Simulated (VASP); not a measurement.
# Ni in VASP: relaxation of the atoms with BEEF-vdW

Aim: the relaxation of the atoms of Ni with BEEF-vdW.

Program: VASP 6.6.1. These are calculated values, not measurements. Logs are shortened: lines on timing, memory, paths and dates and some standing lists are left out, and cuts for length are marked.

## 1. The undisturbed slab

The cell holds a slab with vacuum, 6 atoms: a = 2.500 Å, b = 2.500 Å, c = 25.207 Å, α = 90.00°, β = 90.00°, γ = 120.00°.

The slab is cut from a database's or a generator's crystal, which needn't be the stable form of the element.

## 2. Relaxation of the atoms, BEEF-vdW, collinear spin, ferromagnetic start (the (1 1 1) slab of Ni, cut from the database cell, not relaxed)

INCAR

```
SYSTEM = Ni
PREC = Accurate
ENCUT = 520
EDIFF = 1E-6
ISMEAR = 0
SIGMA = 0.05
LREAL = .False.
LASPH = .True.
NELM = 100
ALGO = Normal
ISIF = 2
LWAVE = .False.
LCHARG = .False.
ISPIN = 2
MAGMOM = 1 1 1 1 1 1
LORBIT = 11
LMAXMIX = 4
LDIPOL = .True.
IDIPOL = 3
DIPOL = 0.5 0.5 0.500
GGA = BF
LUSE_VDW = .True.
ZAB_VDW = -1.8867
IBRION = 2
NSW = 40
EDIFFG = -0.01
```

KPOINTS

```
Automatic mesh
0
Gamma
  9 9 1
  0 0 0
```

POSCAR

```
Ni
1.0
    2.5002588676      0.0000000000      0.0000000000
   -1.2501294338      2.1652876954      0.0000000000
    0.0000000000      0.0000000000     25.2072640841
Ni
6
Selective dynamics
Direct
    0.6666666667      0.3333333333      0.2975332815  F F F
    0.3333333333      0.6666666667      0.3785199689  F F F
    0.0000000000      0.0000000000      0.4595066563  F F F
    0.6666666667      0.3333333333      0.5404933437  T T T
    0.3333333333      0.6666666667      0.6214800311  T T T
    0.0000000000      0.0000000000      0.7024667185  T T T
```

Potentials or basis: VASP PAW PBE potentials, release 64 (Ni).

Launch:

```
> cat potpaw_PBE.64/Ni/POTCAR > POTCAR
> mpirun -np 1 vasp_std > vasp.out
```

OUTCAR:

```text
SYSTEM = Ni
   PREC = Accurate
   ENCUT = 520
   EDIFF = 1E-6
   ISMEAR = 0
   LREAL = .False.
   LASPH = .True.
   NELM = 100
   ISIF = 2
   ISPIN = 2
   LORBIT = 11
   GGA = BF
   IBRION = 2
   NSW = 40
   EDIFFG = -0.01

 ion  position               nearest neighbor table
   1  0.667  0.333  0.298-   2 2.50   2 2.50   2 2.50
   2  0.333  0.667  0.379-   3 2.50   1 2.50   1 2.50   3 2.50   3 2.50   1 2.50
   3  0.000  0.000  0.460-   2 2.50   4 2.50   4 2.50   2 2.50   4 2.50   2 2.50
   4  0.667  0.333  0.540-   5 2.50   3 2.50   5 2.50   3 2.50   3 2.50   5 2.50
   5  0.333  0.667  0.621-   6 2.50   4 2.50   4 2.50   6 2.50   6 2.50   4 2.50
   6  0.000  0.000  0.702-   5 2.50   5 2.50   5 2.50

  LATTYP: Found a hexagonal cell.
 ALAT       =     2.5002588676
 C/A-ratio  =    10.0818616867

  Lattice vectors:

 A1 = (   2.5002588676,   0.0000000000,   0.0000000000)
 A2 = (  -1.2501294338,   2.1652876954,   0.0000000000)
 A3 = (   0.0000000000,   0.0000000000,  25.2072640841)

Analysis of symmetry for initial positions (statically):
=====================================================================
 Subroutine PRICEL returns:
 Original cell was already a primitive cell.

 Routine SETGRP: Setting up the symmetry group for a
 hexagonal supercell.

 Subroutine GETGRP returns: Found 12 space group operations
 (whereof  6 operations were pure point group operations)
 out of a pool of 24 trial point group operations.

The static configuration has the point symmetry C_3v.
 The point group associated with its full space group is D_3d.

Analysis of symmetry for dynamics (positions and initial velocities):
=====================================================================
 Subroutine PRICEL returns:
 Original cell was already a primitive cell.

 Routine SETGRP: Setting up the symmetry group for a
 hexagonal supercell.

 Subroutine GETGRP returns: Found 12 space group operations
 (whereof  6 operations were pure point group operations)
 out of a pool of 24 trial point group operations.

The dynamic configuration has the point symmetry C_3v.
 The point group associated with its full space group is D_3d.

Analysis of constrained symmetry for selective dynamics:
=====================================================================
 Subroutine PRICEL returns:
 Original cell was already a primitive cell.

 Routine SETGRP: Setting up the symmetry group for a
 hexagonal supercell.

 Subroutine GETGRP returns: Found  6 space group operations
 (whereof  6 operations were pure point group operations)
 out of a pool of 24 trial point group operations.

The constrained configuration has the point symmetry C_3v.

Analysis of structural, dynamic, and magnetic symmetry:
=====================================================================
 Subroutine PRICEL returns:
 Original cell was already a primitive cell.

 Routine SETGRP: Setting up the symmetry group for a
 hexagonal supercell.

 Subroutine GETGRP returns: Found  6 space group operations
 (whereof  6 operations were pure point group operations)
 out of a pool of 24 trial point group operations.

The overall configuration has the point symmetry C_3v.

 Subroutine INISYM returns: Found  6 space group operations
 (whereof  6 operations are pure point group operations),
 and found     1 'primitive' translations

----------------------------------------------------------------------------------------

                                     Primitive cell

  volume of cell :     136.4666

  direct lattice vectors                    reciprocal lattice vectors
     2.500258868  0.000000000  0.000000000     0.399958585  0.230916197  0.000000000
    -1.250129434  2.165287695  0.000000000     0.000000000  0.461832394  0.000000000
     0.000000000  0.000000000 25.207264084     0.000000000  0.000000000  0.039671104

  length of vectors
     2.500258868  2.500258868 25.207264084     0.461832394  0.461832394  0.039671104

[... 94 lines left out ...]
     AMIX     =   0.40;   BMIX     =  1.00
     AMIX_MAG =   1.60;   BMIX_MAG =  1.00
  volume/ion in A,a.u.               =      22.74       153.49
  Fermi-wavevector in a.u.,A,eV,Ry     =   1.244848  2.352422 21.084236  1.549648
  Thomas-Fermi vector in A             =   2.379097
   LORBIT       =     11    0 simple, 1 ext, 2 COOP (PROOUT), +10 PAW based schemes
   GGA     = BF    functional components
   LHFCALC =     F    Hartree Fock is set to
   AEXX    =    0.0000 exact exchange contribution
   IVDW_NL    =     1    kernel type
   BPARAM     = 6.3000
   IVDW    =     0    specifies the selected vdW correction
   LEPSILON=     F    determine dielectric tensor
   LRPA    =     F    only Hartree local field effects (RPA)
 conjugate gradient relaxation of ions
 spin polarized calculation
 Gauss-broadening in eV      SIGMA  =   0.05
  energy-cutoff  :      520.00
  volume of cell :      136.47
 maximum number of plane-waves:      3705
 NGX is ok and might be reduce to    20
   NGX =  9   NGY =  9   NGZ = 93

--------------------------------------- Ionic step        1  -------------------------------------------

 number of electron      60.0000016 magnetization       3.5403878

 Free energy of the ion-electron system (eV)
  ---------------------------------------------------
  ext. energy  EPLUGINS =         0.00000000
  ---------------------------------------------------
  free energy    TOTEN  =       -13.89127917 eV

  energy without entropy =      -13.87871726  energy(sigma->0) =      -13.88499822

------------------------ aborting loop because EDIFF is reached ----------------------------------------

  FORCE on cell =-STRESS in cart. coord.  units (eV):
  Direction    XX          YY          ZZ          XY          YZ          ZX
  --------------------------------------------------------------------------------------
  -------------------------------------------------------------------------------------
  Total       -1.6977424     -1.6977424     -0.6414655      0.0000000      0.0000000      0.0000000
  in kB      -19.9322388    -19.9322388     -7.5310858      0.0000000      0.0000000      0.0000000
  external PRESSURE =     -15.7985212 kB  Pullay stress =       0.0000000 kB
[... 109 lines left out ...]
  energy  without entropy=      -13.8802011574  energy(sigma->0) =      -13.88643798

Total vdW correction in eV:     10.6328790

[... ionic steps 4 to 7 ...]

--------------------------------------- Ionic step        8  -------------------------------------------

 number of electron      60.0000018 magnetization       3.5427296

------------------------ aborting loop because EDIFF is reached ----------------------------------------

 vacuum level on the upper side and lower side of the slab       (xc-potential included)        -0.004        -0.011

  FORCE on cell =-STRESS in cart. coord.  units (eV):
  Direction    XX          YY          ZZ          XY          YZ          ZX
  --------------------------------------------------------------------------------------
  -------------------------------------------------------------------------------------
  Total       -1.6141686     -1.6141686     -0.3716093      0.0000000      0.0000000      0.0000000
  in kB      -18.9510453    -18.9510453     -4.3628558      0.0000000      0.0000000      0.0000000
  external PRESSURE =     -14.0883155 kB  Pullay stress =       0.0000000 kB
[... 67 lines left out ...]
  energy  without entropy=      -13.8805685649  energy(sigma->0) =      -13.88680067

Total vdW correction in eV:     10.6287083

 dipolmoment           0.000000      0.000000      0.000540 electrons x Angstroem

--------------------------------------- Ionic step       10  -------------------------------------------

 number of electron      60.0000019 magnetization       3.5436886

 dipolmoment           0.000000      0.000000     -0.000297 electrons x Angstroem

 Free energy of the ion-electron system (eV)
  ---------------------------------------------------
  ext. energy  EPLUGINS =         0.00000000
  ---------------------------------------------------
  free energy    TOTEN  =       -13.89304827 eV

  energy without entropy =      -13.88059011  energy(sigma->0) =      -13.88681919

 E-fermi :   1.7051     XC(G=0):  -7.3646

 val. band max:        1.6765698262   @ k =   0.3333   0.3333   0.0000
 cond. band min:       1.7169993602   @ k =   0.0000   0.0000   0.0000
 fundamental gap:      0.0404295340
 Fermi energy:         1.7051291290

 spin component 1

 k-point     1 :       0.0000    0.0000    0.0000
  band No.  band energies     occupation
      1      -6.8338      1.00000
      2      -6.1543      1.00000
      3      -5.1277      1.00000
      4      -3.9805      1.00000
      5      -3.1835      1.00000
      6      -2.9838      1.00000
[... 493 lines left out ...]
     38       8.5899      0.00000
     39       8.5914      0.00000
 Fermi energy:         1.7051291290

 spin component 2

 k-point     1 :       0.0000    0.0000    0.0000
  band No.  band energies     occupation
      1      -6.9175      1.00000
      2      -6.2384      1.00000
      3      -5.1928      1.00000
      4      -3.9754      1.00000
      5      -2.9913      1.00000
      6      -2.6216      1.00000
[... 493 lines left out ...]
     38       8.8060      0.00000
     39       8.8066      0.00000

------------------------ aborting loop because EDIFF is reached ----------------------------------------

 vacuum level on the upper side and lower side of the slab       (xc-potential included)         0.028         0.037

  FORCE on cell =-STRESS in cart. coord.  units (eV):
  Direction    XX          YY          ZZ          XY          YZ          ZX
  --------------------------------------------------------------------------------------
  -------------------------------------------------------------------------------------
  Total       -1.5924237     -1.5924237     -0.3090617      0.0000000      0.0000000      0.0000000
  in kB      -18.6957511    -18.6957511     -3.6285201      0.0000000      0.0000000      0.0000000
  external PRESSURE =     -13.6733408 kB  Pullay stress =       0.0000000 kB
[... 25 lines left out ...]
  energy  without entropy=      -13.8805901120  energy(sigma->0) =      -13.88681919

Total vdW correction in eV:     10.6277708

 reached required accuracy - stopping structural energy minimisation

 vacuum level on the upper side and lower side of the slab         6.870         6.880

 total charge

# of ion       s       p       d       tot
------------------------------------------
    1        0.475   0.354   8.337   9.165
    2        0.478   0.465   8.336   9.279
    3        0.483   0.469   8.334   9.286
    4        0.484   0.469   8.334   9.288
    5        0.481   0.471   8.338   9.290
    6        0.478   0.359   8.339   9.175
--------------------------------------------------
tot          2.879   2.586  50.018  55.483

 magnetization (x)

# of ion       s       p       d       tot
------------------------------------------
    1       -0.007  -0.023   0.661   0.630
    2       -0.009  -0.028   0.651   0.614
    3       -0.009  -0.026   0.623   0.588
    4       -0.009  -0.026   0.623   0.588
    5       -0.010  -0.028   0.651   0.614
    6       -0.008  -0.023   0.658   0.627
--------------------------------------------------
tot         -0.053  -0.154   3.867   3.660
```

Wall time 46 min (1 thread of Intel Xeon Platinum 8375C at 2.90GHz (Ice Lake), shared host); peak memory 0.77 GiB.

Results:

* Free energy: -13.8930 eV
* Energy gained by relaxing: 0.3 meV/atom
* Ionic steps: 10
* Band gap on the k mesh: none (metal or under the smearing width)
* Net moment: 3.54 μB per cell
* Site moments: Ni +0.63, +0.61, +0.59 μB
* Valence electrons inside the program's atomic spheres: Ni 9.16, 9.28, 9.29, 9.18

Step by step:
```tsv
step	energy change (eV)	largest force (eV/Å)	pressure (GPa)
1	0.0000	0.1329	-1.58
2	-0.0011	0.1325	-1.53
3	-0.0014	0.1321	-1.49
4	-0.0015	0.1325	-1.47
5	-0.0016	0.1326	-1.46
6	-0.0016	0.1322	-1.45
7	-0.0017	0.1327	-1.44
8	-0.0017	0.1324	-1.41
9	-0.0018	0.1325	-1.39
10	-0.0018	0.1318	-1.37
```

Final structure:
```
Ni
1.0
     2.50026    0.00000    0.00000
    -1.25013    2.16529    0.00000
     0.00000    0.00000   25.20726
Ni
6
Direct
  0.66667 0.33333 0.29753
  0.33333 0.66667 0.37852
  0.00000 0.00000 0.45951
  0.66667 0.33333 0.54042
  0.33333 0.66667 0.62129
  0.00000 0.00000 0.70129
```

Caveat: the PAW data sets were made with another functional, which shifts forces and pressure a little.
